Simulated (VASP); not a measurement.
# C (Fd-3m) in VASP: further runs, part 2 of 2

VASP 6.6.1. Earlier steps stand in the parts before.

### Step 3. Born charges and dielectric tensor, PBE

INCAR

```
PREC = Accurate ; ENCUT = 520
EDIFF = 1E-8 ; ISMEAR = 0
SIGMA = 0.02 ; LREAL = False
LASPH = True ; NELM = 100
ALGO = Fast ; ISIF = 2
LWAVE = False ; LCHARG = False
GGA = PE ; LEPSILON = True
IBRION = 8 ; NSW = 1
```

KPOINTS

```
regular mesh
0
Gamma
  4 4 4
```

POSCAR

```
C                                       
1.0
    0.0000000000      1.7882477106      1.7882477106
    1.7882477106      0.0000000000      1.7882477106
    1.7882477106      1.7882477106      0.0000000000
  C             
     2
Direct
     0.0000000000000000    0.0000000000000000    0.0000000000000000
     0.2500000000000000    0.2500000000000000    0.2500000000000000
```

Potentials or basis: VASP PAW PBE potentials, release 64 (C).

On the command line:

```sh
> cat potpaw_PBE.64/C/POTCAR > POTCAR
> mpirun -np 1 vasp_std > vasp.out
```

OUTCAR:

```text
PREC = Accurate
   ENCUT = 520
   EDIFF = 1E-8
   ISMEAR = 0
   LREAL = False
   LASPH = True
   NELM = 100
   ISIF = 2
   GGA = PE
   LEPSILON = True
   IBRION = 8
   NSW = 1

 ion  position               nearest neighbor table
   1  0.000  0.000  0.000-   2 1.55   2 1.55   2 1.55   2 1.55
   2  0.250  0.250  0.250-   1 1.55   1 1.55   1 1.55   1 1.55

  LATTYP: Found a face centered cubic cell.
 ALAT       =     3.5764954212

  Lattice vectors:

 A1 = (   0.0000000000,   1.7882477106,   1.7882477106)
 A2 = (   1.7882477106,   0.0000000000,   1.7882477106)
 A3 = (   1.7882477106,   1.7882477106,   0.0000000000)

Analysis of symmetry for initial positions (statically):
=====================================================================
 Subroutine PRICEL returns:
 Original cell was already a primitive cell.

 Routine SETGRP: Setting up the symmetry group for a
 face centered cubic supercell.
[... 375 lines left out ...]
  2Z     0.000000    0.000000   38.162812    0.000000    0.000000  -38.162812

 Eigenvectors and eigenvalues of the dynamical matrix
 ----------------------------------------------------

   1 f  =   39.409082 THz   247.614567 2PiTHz 1314.545488 cm-1   162.982795 meV
             X         Y         Z           dx          dy          dz
      0.000000  0.000000  0.000000     0.707107    0.000000    0.000000
      0.894124  0.894124  0.894124    -0.707107    0.000000    0.000000
[... 11 lines left out ...]
   4 f  =    0.000000 THz     0.000000 2PiTHz    0.000000 cm-1     0.000000 meV
             X         Y         Z           dx          dy          dz
      0.000000  0.000000  0.000000     0.707107    0.000000    0.000000
      0.894124  0.894124  0.894124     0.707107    0.000000    0.000000

   5 f/i=    0.000000 THz     0.000002 2PiTHz    0.000011 cm-1     0.000001 meV
             X         Y         Z           dx          dy          dz
      0.000000  0.000000  0.000000     0.000000   -0.351909    0.613319
      0.894124  0.894124  0.894124     0.000000   -0.351909    0.613319

   6 f/i=    0.000001 THz     0.000003 2PiTHz    0.000018 cm-1     0.000002 meV
             X         Y         Z           dx          dy          dz
      0.000000  0.000000  0.000000     0.000000   -0.613319   -0.351909
      0.894124  0.894124  0.894124     0.000000   -0.613319   -0.351909

--------------------------------------------------------------------------------------------------------

 MACROSCOPIC STATIC DIELECTRIC TENSOR IONIC CONTRIBUTION
 ------------------------------------------------------
           0.000000    -0.000000     0.000000
          -0.000000     0.000000    -0.000000
           0.000000    -0.000000     0.000000
 ------------------------------------------------------

 ELASTIC MODULI CONTR FROM IONIC RELAXATION (kBar)
 Direction    XX          YY          ZZ          XY          YZ          ZX
 --------------------------------------------------------------------------------
 XX          -0.0000      0.0000      0.0000     -0.0000     -0.0000      0.0000
 YY           0.0000     -0.0000      0.0000     -0.0000      0.0000      0.0000
 ZZ           0.0000      0.0000     -0.0000     -0.0000      0.0000     -0.0000
 XY          -0.0000     -0.0000     -0.0000    -24.6815      0.0000      0.0000
 YZ          -0.0000      0.0000      0.0000      0.0000    -24.6815      0.0000
 ZX           0.0000      0.0000     -0.0000      0.0000      0.0000    -24.6815
 --------------------------------------------------------------------------------

 PIEZOELECTRIC TENSOR IONIC CONTR  for field in x, y, z        (C/m^2)
          XX          YY          ZZ          XY          YZ          ZX
  --------------------------------------------------------------------------------
  x     0.00000     0.00000     0.00000     0.00000     0.00000    -0.00000
  y     0.00000    -0.00000    -0.00000    -0.00000     0.00000     0.00000
  z     0.00000     0.00000     0.00000     0.00000    -0.00000    -0.00000
```

OSZICAR:

```text
N       E                     dE             d eps       ncg     rms          rms(c)
DAV:   1     0.677250134034E+00    0.67725E+00   -0.50269E+03   136   0.988E+02
DAV:   2    -0.185608703238E+02   -0.19238E+02   -0.18623E+02   208   0.114E+02
DAV:   3    -0.187010090403E+02   -0.14014E+00   -0.14014E+00   128   0.129E+01
[... 12 lines left out ...]
RMM:   6    -0.112174292025E+00    0.12132E-04   -0.12067E-05   448   0.164E-03    0.485E-04
RMM:   7    -0.112169315968E+00    0.49761E-05   -0.14940E-06   456   0.766E-04    0.789E-05
RMM:   8    -0.112169547386E+00   -0.23142E-06   -0.43407E-07   461   0.140E-04    0.217E-05
RMM:   9    -0.112169148125E+00    0.39926E-06    0.12952E-07   447   0.408E-05    0.390E-06
RMM:  10    -0.112169173458E+00   -0.25333E-07   -0.17656E-07   457   0.818E-06    0.626E-07
RMM:  11    -0.112169162773E+00    0.10686E-07   -0.14481E-08   309   0.129E-06    0.882E-08
 Linear response finished
```

Run time: 24 s. Hardware: 1 thread of Intel Xeon Platinum 8488C (Sapphire Rapids), shared host; peak memory 0.12 GiB.

Results:

| Item | Value |
| --- | --- |
| Band gap on the k mesh | 4.41 eV, indirect (least direct gap 5.56 eV) |
| Electronic dielectric tensor (diagonal) | 7.42 |
| Born charges (mean of the diagonal) | C +0.00 e |
| Highest phonon frequency at Γ | 1315 cm⁻¹ |

Phonon frequencies in cm⁻¹ (negative: imaginary):
| q point | frequencies |
| --- | --- |
| (0.000, 0.000, 0.000) | 0 0 0 1315 1315 1315 |

Electronic dielectric tensor:
```
7.42 0.00 0.00
0.00 7.42 0.00
0.00 0.00 7.42
```

Born effective charge tensors (e):
atom 1, C
```
0.00 0.00 0.00
0.00 0.00 0.00
0.00 0.00 0.00
```
atom 2, C
```
0.00 0.00 0.00
0.00 0.00 0.00
0.00 0.00 0.00
```

Caveat: the k mesh is coarse (spacing up to 0.76 Å⁻¹), so the values aren't converged.
